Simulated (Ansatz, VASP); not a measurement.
ScAl3: VASP beside Ansatz

Contents of INCAR:

```
ALGO     = Normal         # electronic algorithm
EDIFF    = 1E-6           # SCF threshold, eV
ENCUT    = 520            # plane-wave cutoff, eV
GGA      = PS             # functional
ISIF     = 2              # what is computed and relaxed
ISMEAR   = -1             # smearing method
LASPH    = True           # aspherical terms in the spheres
LCHARG   = False          # write CHGCAR
LREAL    = False          # projectors in reciprocal space
LWAVE    = False          # write WAVECAR
NBANDS   = 18             # bands
NELM     = 60             # most SCF steps
PREC     = Accurate       # precision mode
SIGMA    = 0.05           # smearing width, eV
```

The input KPOINTS:

```
k-points
0
Gamma
  7 7 7
```

POSCAR

```
ScAl3
1.0
    4.0603707999      0.0000000000      0.0000000000
    0.0000000000      4.0603707999      0.0000000000
    0.0000000000      0.0000000000      4.0603707999
Sc Al
1 3
Direct
    0.0000000000      0.0000000000      0.0000000000
    0.5000000000      0.5000000000      0.0000000000
    0.0000000000      0.5000000000      0.5000000000
    0.5000000000      0.0000000000      0.5000000000
```

File input.yaml:

```yaml
crystal:
  lattice:
    - [4.0603707999, 0.0, 0.0]
    - [0.0, 4.0603707999, 0.0]
    - [0.0, 0.0, 4.0603707999]
  atoms:
    - { symbol: Sc, position: [0.0, 0.0, 0.0] }
    - { symbol: Al, position: [0.5, 0.5, 0.0] }
    - { symbol: Al, position: [0.0, 0.5, 0.5] }
    - { symbol: Al, position: [0.5, 0.0, 0.5] }
kpoints:
  mp_grid: { grid: [7, 7, 7] }
scf:
  occupations: { method: fermi_dirac, width: 0.05 }
hamiltonian:
  xc: pbesol
  pseudopotentials: { kind: all_electron, lapw: { basis_error: 0.001 } }
output:
  forces: true
  stress: true
  eigenvalues: true
```

Change from the starting cell: volume scaled by 0.98.

Alike in both runs: task single point; functional PBEsol; k mesh 7 × 7 × 7; occupations fermi-dirac, width 0.05 eV; no spin polarisation.

|  | VASP | Ansatz |
| --- | --- | --- |
| version | VASP 6.6.1 | Ansatz 0.2.0 |
| potentials or method | VASP PAW PBE potentials, release 64 (Sc_sv, Al) | all-electron LAPW, scalar-relativistic |
| plane-wave cutoff (eV) | 520 | see its input |

```tsv
	VASP	Ansatz	Ansatz less VASP
gap on the k mesh at the Fermi level (eV)	none	none	-
pressure (GPa)	0.8	0.7	-0.14
```

A gap of «none» marks a metal or a gap that the smearing closes. Ansatz ran all-electron here, so the differences hold the error of VASP's frozen core and of both bases.

Caveats: the PAW data sets were made with another functional, which shifts forces and pressure a little (VASP).
